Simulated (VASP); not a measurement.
# WS2 in VASP: further runs, part 2 of 2

VASP 6.6.1. Earlier steps stand in the parts before.

## Step 5: Single point, PBE0

File POSCAR:

```
WS2
1.0
    3.1835163552      0.0000000000      0.0000000000
   -1.5917581776      2.7570060369      0.0000000000
    0.0000000000      0.0000000000     16.9505778900
W S
1 2
Direct
    0.0000000000      0.0000000000      0.0000000000
    0.3333333333      0.6666666667      0.0920005100
    0.3333333333      0.6666666667      0.9079994900
```

File INCAR.step1:

```
ALGO = Normal
EDIFF = 1E-5
ENCUT = 400
GGA = PE
ISIF = 2
ISMEAR = 0
LASPH = T
LCHARG = F
LREAL = F
LWAVE = T
NBANDS = 21
NELM = 100
NKRED = 1
PREC = Accurate
SIGMA = 0.01
```

File INCAR.step2:

```
AEXX = 0.25
ALGO = Normal
EDIFF = 1E-6
ENCUT = 400
GGA = PE
ISIF = 2
ISMEAR = 0
ISTART = 1
LASPH = T
LCHARG = F
LHFCALC = T
LREAL = F
LWAVE = F
NBANDS = 21
NELM = 100
NKRED = 1
PREC = Accurate
PRECFOCK = Fast
SIGMA = 0.01
```

File KPOINTS:

```
k-points
0
Gamma
  6 6 1
```

Potentials or basis: VASP PAW PBE potentials, release 64 (W_sv, S).

Started as:

```sh
> cat potpaw_PBE.64/W_sv/POTCAR potpaw_PBE.64/S/POTCAR > POTCAR
> cp INCAR.step1 INCAR
> mpirun -np 1 vasp_std > vasp.out
> cp INCAR.step2 INCAR
> mpirun -np 1 vasp_std > vasp.out
```

OUTCAR:

```text
AEXX = 0.25
   EDIFF = 1E-6
   ENCUT = 400
   GGA = PE
   ISIF = 2
   ISMEAR = 0
   ISTART = 1
   LASPH = T
   LHFCALC = T
   LREAL = F
   NELM = 100
   NKRED = 1
   PREC = Accurate
   PRECFOCK = Fast

 Found      7 irreducible k-points:

 Following reciprocal coordinates:
            Coordinates               Weight
  0.000000  0.000000  0.000000      1.000000
  0.166667  0.000000  0.000000      6.000000
  0.333333 -0.000000  0.000000      6.000000
  0.500000  0.000000  0.000000      3.000000
  0.166667  0.166667  0.000000      6.000000
  0.333333  0.166667  0.000000     12.000000
   k-points           NKPTS =      7   k-points in BZ     NKDIM =     36   number of bands    NBANDS=     21
   number of dos      NEDOS =    301   number of ions     NIONS =      3
   total plane-waves  NPLWV =  64512
   dimension x,y,z NGX =    24 NGY =   24 NGZ =  112
   dimension x,y,z NGXF=    48 NGYF=   48 NGZF=  224
   ions per type =               1   2
   NGX,Y,Z   is equivalent  to a cutoff of  12.53, 12.53, 10.98 a.u.
   NGXF,Y,Z  is equivalent  to a cutoff of  25.07, 25.07, 21.97 a.u.
 SYSTEM =  unknown system
   PREC   = accura    normal or accurate (medium, high low for compatibility)
   ISTART =      1    job   : 0-new  1-cont  2-samecut
   ICHARG =      0    charge: 1-file 2-atom 10-const
   ISPIN  =      1    spin polarized calculation?
   LNONCOLLINEAR =      F non collinear calculations
   LSORBIT =      F    spin-orbit coupling
   LASPH  =      T    aspherical Exc in radial PAW
   ENCUT  =  400.0 eV  29.40 Ry    5.42 a.u.   5.19  5.19 27.64*2*pi/ulx,y,z
   NELM   =    100;   NELMIN=  2; NELMDL=  0     # of ELM steps
   EDIFF  = 0.1E-05   stopping-criterion for ELM
   LREAL  =      F    real-space projection
   EDIFFG = 0.1E-04   stopping-criterion for IOM
   NSW    =      0    number of steps for IOM
   IBRION =     -1    ionic relax: 0-MD 1-quasi-New 2-CG
   NFREE  =      0    steps in history (QN), initial steepest desc. (CG)
   ISIF   =      2    stress and relaxation
   ISYM   =      3    0-nonsym 1-usesym 2-fastsym
   POTIM  = 0.5000    time-step for ionic-motion
   TEBEG  =    0.0;   TEEND  =   0.0 temperature during run
   PSTRESS=    0.0 pullay stress
   NELECT =      26.0000    total number of electrons
   NUPDOWN=      -1.0000    fix difference up-down
   EMIN   =  10.00;   EMAX   =-10.00  energy-range for DOS
   EFERMI =   0.00;   METHOD = LEGACY
   ISMEAR =     0;   SIGMA  =   0.01  broadening in eV -4-tet -1-fermi 0-gaus
   EFERMI_NEDOS =   21; number of points for ismear=-14 and -15
   IALGO  =     38    algorithm
   IMIX   =      1    mixing-type and parameters
     AMIX     =   0.40;   BMIX     =  1.00
     AMIX_MAG =   1.60;   BMIX_MAG =  1.00
  volume/ion in A,a.u.               =      49.59       334.66
  Fermi-wavevector in a.u.,A,eV,Ry     =   0.915285  1.729637 11.398226  0.837746
  Thomas-Fermi vector in A             =   2.040009
   LORBIT       =      0    0 simple, 1 ext, 2 COOP (PROOUT), +10 PAW based schemes
   GGA     = PE    functional components
   LHFCALC =     T    Hartree Fock is set to
   PRECFOCK=fast      Normal, Fast or Accurate (Low or Medium for compatibility)
   ENCUT4O =  -1.0   cutoff for four orbital integrals eV
   NKREDX  =     1    reduce k-point grid by
   NKREDY  =     1    reduce k-point grid by
   NKREDZ  =     1    reduce k-point grid by
   AEXX    =    0.2500 exact exchange contribution
   HFSCREEN=    0.0000 screening length (either q_TF or 0.3 A-1)
   HFSCREENC=   0.0000 screening length for correlation (either q_TF or 0.3 A-1)
   ENCUTFOCK=  -1.0 apply spherical cutoff to Coloumb kernel
   IVDW    =     0    specifies the selected vdW correction
   LEPSILON=     F    determine dielectric tensor
   LRPA    =     F    only Hartree local field effects (RPA)
 non-spin polarized calculation
 Gauss-broadening in eV      SIGMA  =   0.01
  energy-cutoff  :      400.00
  volume of cell :      148.77
 maximum number of plane-waves:      2719
 NGX is ok and might be reduce to    24
  NGX = 12; NGY = 12; NGZ = 64

 number of electron      25.9999995 magnetization

 Free energy of the ion-electron system (eV)
  ---------------------------------------------------
  ext. energy  EPLUGINS =         0.00000000
  ---------------------------------------------------
  free energy    TOTEN  =       -30.37524046 eV

  energy without entropy =      -30.37524046  energy(sigma->0) =      -30.37524046

 E-fermi :  -1.8271     XC(G=0):  -3.5003

 val. band max:       -1.9623885653   @ k =   0.3333   0.3333   0.0000
 cond. band min:       1.0066413245   @ k =   0.3333   0.3333   0.0000
 fundamental gap:      2.9690298898
 Fermi energy:        -1.8271261082

 k-point     1 :       0.0000    0.0000    0.0000
  band No.  band energies     occupation
      1     -80.0725      2.00000
      2     -42.8516      2.00000
      3     -42.6612      2.00000
      4     -42.6612      2.00000
      5     -18.4775      2.00000
      6     -16.6512      2.00000
[... 13 lines left out ...]
     20       4.9525      0.00000
     21       5.8434      0.00000

 k-point     2 :       0.1667    0.0000    0.0000
  band No.  band energies     occupation
      1     -80.0670      2.00000
      2     -42.8328      2.00000
      3     -42.7667      2.00000
      4     -42.6857      2.00000
      5     -17.9917      2.00000
      6     -16.4792      2.00000
[... 13 lines left out ...]
     20       6.1263      0.00000
     21       7.0404      0.00000

 k-point     3 :       0.3333   -0.0000    0.0000
  band No.  band energies     occupation
      1     -80.0561      2.00000
      2     -42.9729      2.00000
      3     -42.7944      2.00000
      4     -42.7346      2.00000
      5     -16.8571      2.00000
      6     -16.0871      2.00000
[... 13 lines left out ...]
     20       6.7717      0.00000
     21       7.5747      0.00000

 k-point     4 :       0.5000    0.0000    0.0000
  band No.  band energies     occupation
      1     -80.0506      2.00000
      2     -43.0741      2.00000
      3     -42.7750      2.00000
      4     -42.7590      2.00000
      5     -16.1461      2.00000
      6     -15.8582      2.00000
[... 13 lines left out ...]
     20       7.5976      0.00000
     21       8.7110      0.00000

 k-point     5 :       0.1667    0.1667    0.0000
  band No.  band energies     occupation
      1     -80.0589      2.00000
      2     -42.9024      2.00000
      3     -42.8042      2.00000
      4     -42.7423      2.00000
      5     -17.1706      2.00000
      6     -16.1883      2.00000
[... 13 lines left out ...]
     20       7.1936      0.00000
     21       7.9792      0.00000

 k-point     6 :       0.3333    0.1667    0.0000
  band No.  band energies     occupation
      1     -80.0507      2.00000
      2     -43.0216      2.00000
      3     -42.8125      2.00000
      4     -42.7753      2.00000
      5     -16.1697      2.00000
      6     -15.8372      2.00000
[... 13 lines left out ...]
     20       7.9478      0.00000
     21       8.6256      0.00000

 [... further k-points ...]

------------------------ aborting loop because EDIFF is reached ----------------------------------------

  FORCE on cell =-STRESS in cart. coord.  units (eV):
  Direction    XX          YY          ZZ          XY          YZ          ZX
  --------------------------------------------------------------------------------------
  -------------------------------------------------------------------------------------
  Total       -1.2899971     -1.2899971     -0.8743299      0.0000000      0.0000000      0.0000000
  in kB      -13.8921670    -13.8921670     -9.4157860      0.0000000      0.0000000      0.0000000
  external PRESSURE =     -12.4000400 kB  Pullay stress =       0.0000000 kB

 VOLUME and BASIS-vectors are now :
 -----------------------------------------------------------------------------
  energy-cutoff  :      400.00
  volume of cell :      148.77
      direct lattice vectors                 reciprocal lattice vectors
     3.183516355  0.000000000  0.000000000     0.314118066  0.181356150  0.000000000
    -1.591758178  2.757006037  0.000000000     0.000000000  0.362712300  0.000000000
     0.000000000  0.000000000 16.950577890     0.000000000  0.000000000  0.058995039

 POSITION                                       TOTAL-FORCE (eV/Angst)
 -----------------------------------------------------------------------------------
      0.00000      0.00000      0.00000         0.000000      0.000000      0.000000
     -0.00000      1.83800      1.55946        -0.000000      0.000000     -0.257935
     -0.00000      1.83800     15.39112        -0.000000      0.000000      0.257935
 -----------------------------------------------------------------------------------
    total drift:                               -0.000005      0.000002      0.000000

  FREE ENERGIE OF THE ION-ELECTRON SYSTEM (eV)
  ---------------------------------------------------
  free  energy   TOTEN  =       -30.3752404648 eV

  energy  without entropy=      -30.3752404648  energy(sigma->0) =      -30.37524046
```

Run time: 2.4 min. Hardware: 1 thread of Intel Xeon 6975P-C (Granite Rapids), shared host; peak memory 0.24 GiB.

The run converged, but some of its settings lie outside the range that counts as converged, so its numbers aren't taken as properties of the slab.

Results:

| Property | Result |
| --- | --- |
| Free energy | -30.3752 eV |
| Largest force | 0.258 eV/Å |
| Band gap on the k mesh | 2.97 eV, direct |

Caveat: the PAW data sets were made with another functional, which shifts forces and pressure a little; spin-orbit coupling is left out, which moves the levels of the heavy elements.
